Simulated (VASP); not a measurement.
# SiO2 (Stishovite) (P4_2/mnm) in VASP: settings compared, part 2 of 2

VASP 6.6.1.

## (3) Phonons, PBEsol

This run uses another cell than the first one, of 7.86 Å³/atom, 1.025 times its volume.

Input file POSCAR:

```
SiO2
1.0
    4.1920503194      0.0000000000      0.0000000000
    0.0000000000      4.1920503194      0.0000000000
    0.0000000000      0.0000000000      2.6827024099
  Si              O
     2     4
Direct
     0.0000000000000000    0.0000000000000000    0.0000000000000000
     0.5000000000000000    0.5000000000000000    0.5000000000000000
     0.3058244602812223    0.3058244602812223    0.0000000000000000
     0.1941755397187777    0.8058244602812223    0.5000000000000000
     0.6941755397187777    0.6941755397187777    0.0000000000000000
     0.8058244602812223    0.1941755397187777    0.5000000000000000
```

Input file INCAR.step1:

```
SYSTEM = SiO2
PREC = Accurate ; ENCUT = 600
EDIFF = 1E-8 ; ISMEAR = 0
SIGMA = 0.03 ; LREAL = .False.
LASPH = .True. ; NELM = 80
ALGO = Fast ; ISIF = 3
LWAVE = .False. ; LCHARG = .False.
GGA = PS ; KPAR = 2
IBRION = 2 ; NSW = 40
EDIFFG = -0.002
```

Input file INCAR.step2:

```
SYSTEM = SiO2
PREC = Accurate ; ENCUT = 600
EDIFF = 1E-8 ; ISMEAR = 0
SIGMA = 0.03 ; LREAL = .False.
LASPH = .True. ; NELM = 80
ALGO = Fast ; ISIF = 2
LWAVE = .False. ; LCHARG = .False.
GGA = PS ; KPAR = 2
IBRION = 6 ; NFREE = 2
POTIM = 0.015 ; NSW = 1
```

Input file KPOINTS:

```
Automatic mesh
0
Gamma
  8 8 10
  0 0 0
```

Potentials or basis: VASP PAW PBE potentials, release 64 (Si, O).

Started as:

```sh
$ cat potpaw_PBE.64/Si/POTCAR potpaw_PBE.64/O/POTCAR > POTCAR
$ cp INCAR.step1 INCAR
$ mpirun -np 2 vasp_std > vasp.out
$ cp CONTCAR POSCAR
$ cp INCAR.step2 INCAR
$ mpirun -np 2 vasp_std > vasp.out
```

OUTCAR:

```text
SYSTEM = SiO2
   PREC = Accurate
   ENCUT = 600
   EDIFF = 1E-8
   ISMEAR = 0
   LREAL = .False.
   LASPH = .True.
   NELM = 80
   ISIF = 2
   GGA = PS
   IBRION = 6
   NFREE = 2
   POTIM = 0.015
   NSW = 1

 ion  position               nearest neighbor table
   1  0.000  0.000  0.000-   4 1.77   6 1.77   4 1.77   6 1.77   5 1.81   3 1.81
   2  0.500  0.500  0.500-   3 1.77   5 1.77   3 1.77   5 1.77   4 1.81   6 1.81
   3  0.306  0.306  0.000-   2 1.77   2 1.77   1 1.81
   4  0.194  0.806  0.500-   1 1.77   1 1.77   2 1.81
   5  0.694  0.694  0.000-   2 1.77   2 1.77   1 1.81
   6  0.806  0.194  0.500-   1 1.77   1 1.77   2 1.81

  LATTYP: Found a simple tetragonal cell.
 ALAT       =     4.1920503194
 C/A-ratio  =     0.6399499542

  Lattice vectors:

 A1 = (   4.1920503194,   0.0000000000,   0.0000000000)
 A2 = (   0.0000000000,   4.1920503194,   0.0000000000)
 A3 = (   0.0000000000,   0.0000000000,   2.6827024099)

Analysis of symmetry for initial positions (statically):
=====================================================================
 Subroutine PRICEL returns:
 Original cell was already a primitive cell.

 Routine SETGRP: Setting up the symmetry group for a
 simple tetragonal supercell.

 Subroutine GETGRP returns: Found 16 space group operations
 (whereof  8 operations were pure point group operations)
 out of a pool of 16 trial point group operations.

The static configuration has the point symmetry D_2h.
[... 509 lines left out ...]
 cond. band min:      13.3416489040   @ k =   0.0000   0.0000   0.0000
 fundamental gap:      5.3365565033
 Fermi energy:         8.1479264970

 k-point     1 :       0.0000    0.0000    0.0000
  band No.  band energies     occupation
      1     -14.4394      2.00000
      2     -10.8116      2.00000
      3     -10.8114      2.00000
      4     -10.5640      2.00000
      5      -2.8751      2.00000
      6       1.5739      2.00000
[... 541 lines left out ...]
     19      17.4798      0.00000
     20      17.4891      0.00000

 [... further k-points ...]

------------------------ aborting loop because EDIFF is reached ----------------------------------------

  FORCE on cell =-STRESS in cart. coord.  units (eV):
  Direction    XX          YY          ZZ          XY          YZ          ZX
  --------------------------------------------------------------------------------------
  -------------------------------------------------------------------------------------
  Total        0.0015857      0.0015857     -0.0051300      0.0038904     -0.0446657     -0.0446657
  in kB        0.0538909      0.0538909     -0.1743430      0.1322130     -1.5179574     -1.5179576
  external PRESSURE =      -0.0221870 kB  Pullay stress =       0.0000000 kB
[... 21 lines left out ...]
  FREE ENERGIE OF THE ION-ELECTRON SYSTEM (eV)
  ---------------------------------------------------
  free  energy   TOTEN  =       -48.9964328188 eV

  energy  without entropy=      -48.9964328188  energy(sigma->0) =      -48.99643282

 INTERNAL STRAIN TENSORS FROM DISPLACED ATOMS
 ============================================

 INTERNAL STRAIN TENSOR FOR ION    1 for displacements in x,y,z  (eV/Angst):
          X           Y           Z          XY          YZ          ZX
  --------------------------------------------------------------------------------
  x     0.00000     0.00000     0.00000     0.00000     0.00000     0.00000
  y     0.00000     0.00000     0.00000     0.00000     0.00000     0.00000
  z     0.00000     0.00000     0.00000     0.00000     0.00000     0.00000

 INTERNAL STRAIN TENSOR FOR ION    6 for displacements in x,y,z  (eV/Angst):
          X           Y           Z          XY          YZ          ZX
  --------------------------------------------------------------------------------
  x     8.88964     4.19031     0.70576    -1.79104     0.00000     0.00000
  y    -4.19031    -8.88964    -0.70576     1.79104     0.00000     0.00000
  z     0.00000     0.00000     0.00000     0.00000    -2.97780     2.97780

 Eigenvectors and eigenvalues of the dynamical matrix
 ----------------------------------------------------

   1 f  =   27.790519 THz   174.612979 2PiTHz  926.991923 cm-1   114.932299 meV
             X         Y         Z           dx          dy          dz
      0.000000  0.000000  0.000000     0.000000   -0.000000    0.000000
      2.096025  2.096025  1.341351     0.000000   -0.000000    0.000000
      1.282032  1.282032  0.000000     0.353553    0.353553   -0.000000
      0.813994  3.378057  1.341351     0.353553   -0.353553   -0.000000
      2.910019  2.910019  0.000000    -0.353553   -0.353553    0.000000
      3.378057  0.813994  1.341351    -0.353553    0.353553   -0.000000
[... 145 lines left out ...]
  18 f/i=    0.002978 THz     0.018713 2PiTHz    0.099342 cm-1     0.012317 meV
             X         Y         Z           dx          dy          dz
      0.000000  0.000000  0.000000     0.360850    0.321908    0.000000
      2.096025  2.096025  1.341351     0.360802    0.321854    0.000000
      1.282032  1.282032  0.000000     0.272240    0.242855    0.000000
      0.813994  3.378057  1.341351     0.272250    0.242866    0.000000
      2.910019  2.910019  0.000000     0.272240    0.242855    0.000000
      3.378057  0.813994  1.341351     0.272250    0.242866    0.000000

 ELASTIC MODULI CONTR FROM IONIC RELAXATION (kBar)
 Direction    XX          YY          ZZ          XY          YZ          ZX
 --------------------------------------------------------------------------------
 XX        -895.7315    173.3566    -38.9775      0.0000     -0.0000      0.0000
 YY         173.3566   -895.7315    -38.9775     -0.0000      0.0000     -0.0000
 ZZ         -38.9775    -38.9775     -4.2063      0.0000      0.0000      0.0000
 XY           0.0000      0.0000      0.0000    -17.2493     -0.0000     -0.0000
 YZ          -0.0000      0.0000      0.0000     -0.0000    -62.0814     -0.0000
 ZX           0.0000     -0.0000      0.0000     -0.0000     -0.0000    -62.0814
 --------------------------------------------------------------------------------
```

OSZICAR.step1:

```text
N       E                     dE             d eps       ncg     rms          rms(c)
DAV:   1     0.180674057572E+03    0.18067E+03   -0.19777E+04  3608   0.173E+03
[... 12 lines left out ...]
RMM:  14    -0.489986397579E+02    0.66978E-05   -0.16068E-05  3600   0.277E-02    0.104E-02
RMM:  15    -0.489986384776E+02    0.12803E-05   -0.97351E-06  3601   0.201E-02    0.522E-03
RMM:  16    -0.489986385823E+02   -0.10462E-06   -0.15061E-06  3718   0.735E-03    0.272E-03
RMM:  17    -0.489986386295E+02   -0.47206E-07   -0.16849E-06  3600   0.828E-03    0.171E-03
RMM:  18    -0.489986386071E+02    0.22355E-07   -0.12883E-07  3416   0.258E-03    0.107E-03
RMM:  19    -0.489986386112E+02   -0.41064E-08   -0.16683E-07  3508   0.282E-03    0.176E-04
RMM:  20    -0.489986386050E+02    0.61855E-08   -0.84028E-09  2167   0.690E-04
   1 F= -.48998639E+02 E0= -.48998639E+02  d E =-.489986E+02
```

Run time: 11 min. Hardware: 2 MPI ranks of Intel Xeon Platinum 8175M at 2.50GHz (Skylake/Cascade Lake), shared host; peak memory 0.43 GiB.

What came out:

| Property | Result |
| --- | --- |
| Highest phonon frequency at Γ, LO-TO splitting left out | 927 cm⁻¹ |

Phonon frequencies in cm⁻¹ (negative: imaginary):
```
              q point                                                        frequencies
(0.000, 0.000, 0.000)  0 0 0 218 377 454 454 569 569 574 574 579 649 740 746 810 810 927
```

Caveat: the PAW data sets were made with another functional, which shifts forces and pressure a little.

## (4) Dielectric tensor, PBEsol

This run uses another cell than the first one, of 7.86 Å³/atom, 1.025 times its volume.

Input file INCAR:

```
SYSTEM = SiO2
PREC = Accurate ; ENCUT = 600
EDIFF = 1E-8 ; ISMEAR = 0
SIGMA = 0.03 ; LREAL = .False.
LASPH = .True. ; NELM = 80
ALGO = Fast ; ISIF = 2
LWAVE = .False. ; LCHARG = .False.
GGA = PS ; LEPSILON = .True.
KPAR = 2
```

Input file KPOINTS:

```
Automatic mesh
0
Monkhorst
  8 8 14
  0 0 0
```

Changes to POSCAR since step 3:

```diff
@@ -1,2 +1,2 @@
-SiO2
+SiO2                                    
 1.0
@@ -5,3 +5,3 @@
     0.0000000000      0.0000000000      2.6827024099
-  Si              O
+  Si              O             
      2     4
```

Potentials or basis: VASP PAW PBE potentials, release 64 (Si, O).

Started as:

```sh
$ cat potpaw_PBE.64/Si/POTCAR potpaw_PBE.64/O/POTCAR > POTCAR
$ mpirun -np 2 vasp_std > vasp.out
```

OUTCAR:

```text
SYSTEM = SiO2
   PREC = Accurate
   ENCUT = 600
   EDIFF = 1E-8
   ISMEAR = 0
   LREAL = .False.
   LASPH = .True.
   NELM = 80
   ISIF = 2
   GGA = PS
   LEPSILON = .True.

 ion  position               nearest neighbor table
   1  0.000  0.000  0.000-   4 1.77   6 1.77   4 1.77   6 1.77   5 1.81   3 1.81
   2  0.500  0.500  0.500-   3 1.77   5 1.77   3 1.77   5 1.77   4 1.81   6 1.81
   3  0.306  0.306  0.000-   2 1.77   2 1.77   1 1.81
   4  0.194  0.806  0.500-   1 1.77   1 1.77   2 1.81
   5  0.694  0.694  0.000-   2 1.77   2 1.77   1 1.81
   6  0.806  0.194  0.500-   1 1.77   1 1.77   2 1.81

  LATTYP: Found a simple tetragonal cell.
 ALAT       =     4.1920503194
 C/A-ratio  =     0.6399499542

  Lattice vectors:

 A1 = (   4.1920503194,   0.0000000000,   0.0000000000)
 A2 = (   0.0000000000,   4.1920503194,   0.0000000000)
 A3 = (   0.0000000000,   0.0000000000,   2.6827024099)

Analysis of symmetry for initial positions (statically):
=====================================================================
 Subroutine PRICEL returns:
 Original cell was already a primitive cell.

 Routine SETGRP: Setting up the symmetry group for a
 simple tetragonal supercell.

 Subroutine GETGRP returns: Found 16 space group operations
 (whereof  8 operations were pure point group operations)
 out of a pool of 16 trial point group operations.

The static configuration has the point symmetry D_2h.
 The point group associated with its full space group is D_4h.

Analysis of symmetry for dynamics (positions and initial velocities):
=====================================================================
 Subroutine PRICEL returns:
 Original cell was already a primitive cell.

 Routine SETGRP: Setting up the symmetry group for a
 simple tetragonal supercell.

 Subroutine GETGRP returns: Found 16 space group operations
[... 760 lines left out ...]
  ---------------------------------------------------
  free energy    TOTEN  =        -0.33563558 eV

  energy without entropy =       -0.33563558

------------------------ aborting loop because EDIFF is reached ----------------------------------------

--------------------------------------- Ionic step        2  -------------------------------------------

------------------------ aborting loop because EDIFF is reached ----------------------------------------

--------------------------------------- Ionic step        3  -------------------------------------------

 Free energy of the ion-electron system (eV)
  ---------------------------------------------------
  ---------------------------------------------------
  free energy    TOTEN  =        -0.36109737 eV

  energy without entropy =       -0.36109737

------------------------ aborting loop because EDIFF is reached ----------------------------------------

 PIEZOELECTRIC TENSOR FIELD DIRECTION 3  (e Angst)
 -----------------------------------------------------------------------------
    -0.00035  0.00000  0.00000           ( -0.00003  0.00000  0.00000)
    -0.00000 -0.00035  0.00000           (  0.00000 -0.00003  0.00000)
     0.00000  0.00000 -0.00095           (  0.00000  0.00000 -0.00011)

 PIEZOELECTRIC TENSOR FIELD DIRECTION 3  (C/m^2)
 -----------------------------------------------------------------------------
    -0.00012  0.00000  0.00000
    -0.00000 -0.00012  0.00000
     0.00000  0.00000 -0.00032

 MACROSCOPIC STATIC DIELECTRIC TENSOR (including local field effects in DFT)
 ------------------------------------------------------
           3.404685     0.000000     0.000000
           0.000000     3.404685     0.000000
           0.000000     0.000000     3.582802
 ------------------------------------------------------

 PIEZOELECTRIC TENSOR (including local field effects)  for field in x, y, z        (e  Angst)
          XX          YY          ZZ          XY          YZ          ZX
  --------------------------------------------------------------------------------
  x     0.00000     0.00000     0.00000     0.00000     0.00000     0.00000
  y     0.00000     0.00000     0.00000     0.00000     0.00000     0.00000
  z     0.00000     0.00000     0.00000     0.00000     0.00000     0.00000

 PIEZOELECTRIC TENSOR (including local field effects)  for field in x, y, z        (C/m^2)
          XX          YY          ZZ          XY          YZ          ZX
  --------------------------------------------------------------------------------
  x     0.00000     0.00000     0.00000     0.00000     0.00000     0.00000
  y     0.00000     0.00000     0.00000     0.00000     0.00000     0.00000
  z     0.00000     0.00000     0.00000     0.00000     0.00000     0.00000

 BORN EFFECTIVE CHARGES (including local field effects) (in |e|, cummulative output)
 ---------------------------------------------------------------------------------
 ion    1
    1     3.79757     0.37644     0.00000
    2     0.37644     3.79757     0.00000
    3     0.00000     0.00000     4.04550
 ion    2
    1     3.79757    -0.37644     0.00000
    2    -0.37644     3.79757     0.00000
    3     0.00000     0.00000     4.04550
 ion    3
    1    -1.89878    -0.57053     0.00000
    2    -0.57053    -1.89878     0.00000
    3     0.00000     0.00000    -2.02275
 ion    4
    1    -1.89878     0.57053     0.00000
    2     0.57053    -1.89878     0.00000
    3     0.00000     0.00000    -2.02275
 ion    5
    1    -1.89878    -0.57053     0.00000
    2    -0.57053    -1.89878     0.00000
    3     0.00000     0.00000    -2.02275
 ion    6
    1    -1.89878     0.57053     0.00000
    2     0.57053    -1.89878     0.00000
    3     0.00000     0.00000    -2.02275
```

It took 7.3 min on 2 MPI ranks of Intel Xeon Platinum 8175M at 2.50GHz (Skylake/Cascade Lake), shared host; peak memory 0.46 GiB.

Results:

```yaml
Electronic_dielectric_tensor_diagonal: 3.40, 3.40, 3.58
Born_charges_mean_of_the_diagonal: Si +3.88; O -1.94 e
```

Levels at points of the mesh, in eV from the valence-band top:
```
           k point  band 13  band 14  band 15  band 16  band 17  band 18  band 19  band 20
(0.06, 0.06, 0.04)    -2.50    -0.97    -0.85     0.00     5.61     6.69     8.32     8.44
```

Electronic dielectric tensor:
```
3.40 0.00 0.00
0.00 3.40 0.00
0.00 0.00 3.58
```

Born effective charge tensors (e):
atom 1, Si
```
3.80 0.38 0.00
0.38 3.80 0.00
0.00 0.00 4.05
```
atom 2, Si
```
 3.80 -0.38  0.00
-0.38  3.80  0.00
 0.00  0.00  4.05
```
atom 3, O
```
-1.90 -0.57  0.00
-0.57 -1.90  0.00
 0.00  0.00 -2.02
```
atom 4, O
```
-1.90  0.57  0.00
 0.57 -1.90  0.00
 0.00  0.00 -2.02
```
atom 5, O
```
-1.90 -0.57  0.00
-0.57 -1.90  0.00
 0.00  0.00 -2.02
```
atom 6, O
```
-1.90  0.57  0.00
 0.57 -1.90  0.00
 0.00  0.00 -2.02
```

Caveat: the PAW data sets were made with another functional, which shifts forces and pressure a little.

## (5) Elastic constants, PBEsol

This run uses another cell than the first one, of 7.86 Å³/atom, 1.025 times its volume.

Changes to POSCAR since step 4:

```diff
@@ -1,2 +1,2 @@
-SiO2                                    
+SiO2
 1.0
@@ -5,3 +5,3 @@
     0.0000000000      0.0000000000      2.6827024099
-  Si              O             
+  Si              O
      2     4
```

Input file INCAR.step1:

```
ALGO = Normal ; EDIFF = 1E-8
EDIFFG = -0.002 ; ENCUT = 600
GGA = PS ; IBRION = 2
ISIF = 3 ; ISMEAR = 0
KPAR = 2 ; LASPH = T
LCHARG = F ; LREAL = F
LWAVE = F ; NELM = 80
NSW = 40 ; PREC = Accurate
SIGMA = 0.03
```

Input file INCAR.step2:

```
ALGO = Normal ; EDIFF = 1E-8
ENCUT = 600 ; GGA = PS
IBRION = 6 ; ISIF = 3
ISMEAR = 0 ; KPAR = 2
LASPH = T ; LCHARG = F
LREAL = F ; LWAVE = F
NELM = 80 ; NFREE = 2
NSW = 1 ; POTIM = 0.015
PREC = Accurate ; SIGMA = 0.03
```

Input file KPOINTS:

```
k-points
0
Gamma
  8 8 10
```

Started as:

```sh
$ cat potpaw_PBE.64/Si/POTCAR potpaw_PBE.64/O/POTCAR > POTCAR
$ cp INCAR.step1 INCAR
$ mpirun -np 2 vasp_std > vasp.out
$ cp CONTCAR POSCAR
$ cp INCAR.step2 INCAR
$ mpirun -np 2 vasp_std > vasp.out
```

Wall time 18 min (2 MPI ranks of Intel Xeon Platinum 8259CL at 2.50GHz (Skylake/Cascade Lake), shared host); peak memory 0.45 GiB.

It converged, with:

| Property | Result |
| --- | --- |
| Voigt bulk modulus | 300 GPa |
| Highest phonon frequency at Γ, LO-TO splitting left out | 927 cm⁻¹ |

Phonon frequencies in cm⁻¹ (negative: imaginary):
```csv
q point,frequencies
"(0.000, 0.000, 0.000)",0 0 0 218 377 454 454 569 569 574 574 578 649 740 746 810 810 927
```

Elastic tensor in Voigt notation (GPa, in the Cartesian axes of the cell as first typed):
```
425 200 183   0   0   0
200 425 183   0   0   0
183 183 715   0   0   0
  0   0   0 242   0   0
  0   0   0   0 242   0
  0   0   0   0   0 309
```

Clamped-ion elastic tensor (GPa):
```
514 183 187   0   0   0
183 514 187   0   0   0
187 187 716   0   0   0
  0   0   0 248   0   0
  0   0   0   0 248   0
  0   0   0   0   0 311
```

Caveat: the PAW data sets were made with another functional, which shifts forces and pressure a little.
